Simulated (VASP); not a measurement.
Here is a VASP 6.6.1 calculation.

POSCAR

```
HgSe
1.0
    0.0000000000      3.0390000000      3.0390000000
    3.0390000000      0.0000000000      3.0390000000
    3.0390000000      3.0390000000      0.0000000000
Hg Se
1 1
Direct
    0.0000000000      0.0000000000      0.0000000000
    0.7500000000      0.7500000000      0.7500000000
```

The input INCAR.step1:

```
SYSTEM = HgSe
PREC = Accurate
ENCUT = 520
EDIFF = 1E-5
ISMEAR = -1
SIGMA = 0.05
LREAL = .FALSE.
LASPH = .TRUE.
NELM = 80
ALGO = Normal
ISIF = 2
LWAVE = .TRUE.
LCHARG = .FALSE.
GGA = PE
```

INCAR.step2

```
SYSTEM = HgSe
PREC = Accurate
ENCUT = 520
EDIFF = 1E-7
ISMEAR = -1
SIGMA = 0.05
LREAL = .FALSE.
LASPH = .TRUE.
NELM = 80
ALGO = Normal
ISIF = 2
LWAVE = .FALSE.
LCHARG = .FALSE.
GGA = PE
LHFCALC = .TRUE.
HFSCREEN = 0.3
PRECFOCK = Fast
ISTART = 1
```

The input KPOINTS:

```
Automatic mesh
0
G
  4 4 4
  0 0 0
```

Contents of KPOINTS_OPT:

```
path GXWKGLUWLK,UX
10
line-mode
reciprocal
 0.0000000000  0.0000000000  0.0000000000  G
 0.5000000000  0.0000000000  0.5000000000  X

 0.5000000000  0.0000000000  0.5000000000  X
 0.5000000000  0.2500000000  0.7500000000  W

 0.5000000000  0.2500000000  0.7500000000  W
 0.3750000000  0.3750000000  0.7500000000  K

 0.3750000000  0.3750000000  0.7500000000  K
 0.0000000000  0.0000000000  0.0000000000  G

 0.0000000000  0.0000000000  0.0000000000  G
 0.5000000000  0.5000000000  0.5000000000  L

 0.5000000000  0.5000000000  0.5000000000  L
 0.6250000000  0.2500000000  0.6250000000  U

 0.6250000000  0.2500000000  0.6250000000  U
 0.5000000000  0.2500000000  0.7500000000  W

 0.5000000000  0.2500000000  0.7500000000  W
 0.5000000000  0.5000000000  0.5000000000  L

 0.5000000000  0.5000000000  0.5000000000  L
 0.3750000000  0.3750000000  0.7500000000  K

 0.6250000000  0.2500000000  0.6250000000  U
 0.5000000000  0.0000000000  0.5000000000  X
```

Potentials or basis: VASP PAW PBE potentials, release 64 (Hg, Se).

Command:

```console
$ cat potpaw_PBE.64/Hg/POTCAR potpaw_PBE.64/Se/POTCAR > POTCAR
$ cp INCAR.step1 INCAR
$ mpirun -np 1 vasp_std > vasp.out
$ cp INCAR.step2 INCAR
$ mpirun -np 1 vasp_std > vasp.out
```

(1) What does it give for the band gap along the path?

(2) What does it give for the pressure?

Answers

(1) none (metal or under the smearing width).

(2) 3.6 GPa.

Caveat: the k mesh is coarse (spacing up to 0.45 Å⁻¹), so the values aren't converged, least of all with exact exchange; the PAW data sets were made with another functional, which shifts forces and pressure a little; spin-orbit coupling is left out, which moves the levels of the heavy elements.
